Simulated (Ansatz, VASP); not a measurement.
# F: VASP beside Ansatz

The input INCAR:

```
SYSTEM = F
PREC = Accurate
ENCUT = 520
EDIFF = 1E-8
ISMEAR = -1
SIGMA = 0.05
LREAL = .FALSE.
LASPH = .TRUE.
NELM = 100
ALGO = Fast
ISIF = 2
LWAVE = .FALSE.
LCHARG = .FALSE.
GGA = PE
LEFG = .TRUE.
NBANDS = 10
```

KPOINTS

```
regular mesh
0
G
  16 16 16
  0 0 0
```

Contents of POSCAR:

```
F
1.0
    0.0000000000      1.7172876897      1.7172876897
    1.7172876897      0.0000000000      1.7172876897
    1.7172876897      1.7172876897      0.0000000000
F
1
Direct
    0.0000000000      0.0000000000      0.0000000000
```

Input for Ansatz:

```yaml
crystal:
  lattice:
    - [0.0, 1.7172876897, 1.7172876897]
    - [1.7172876897, 0.0, 1.7172876897]
    - [1.7172876897, 1.7172876897, 0.0]
  atoms:
    - { symbol: F, position: [0.0, 0.0, 0.0] }
kpoints:
  mp_grid: { grid: [16, 16, 16] }
  band_path:
    path:
      - [0.0, 0.0, 0.0]
      - [0.5, 0.0, 0.5]
      - [0.625, 0.25, 0.625]
      - [0.375, 0.375, 0.75]
      - [0.0, 0.0, 0.0]
      - [0.5, 0.5, 0.5]
      - [0.5, 0.25, 0.75]
      - [0.5, 0.0, 0.5]
    npoints: 8
scf:
  occupations: { method: fermi_dirac, width: 0.05 }
hamiltonian:
  xc: pbe
  pseudopotentials: { kind: all_electron, datasets: crystal }
output:
  forces: true
  stress: true
  eigenvalues: true
  efg: { contact_densities: true }
```

Alike in both runs: task electric field gradients; functional PBE; k mesh 16 × 16 × 16; occupations fermi-dirac, width 0.05 eV; no spin polarisation.

|  | VASP | Ansatz |
| --- | --- | --- |
| version | VASP 6.6.1 | Ansatz 0.2.0 |
| potentials or method | VASP PAW PBE potentials, release 64 (F) | all-electron PAW with datasets made for the crystal, scalar-relativistic |
| plane-wave cutoff (eV) | 520 | see its input |

Ansatz gave:

* pressure (GPa): -0.1
* Vzz of the field gradient on the site that differs most (V/Å²): 0.0

Problem. What did VASP give for the same quantities?

Solution. Pressure (GPa): -0.6; Vzz of the field gradient on the site that differs most (V/Å²): 0.0.

Ansatz ran all-electron here, so the differences hold the error of VASP's frozen core and of both bases. Ansatz warned: «band_levels_unverified».

Caveats: an odd number of electrons without spin polarisation forces a metal; a magnetic or distorted state may lie lower.
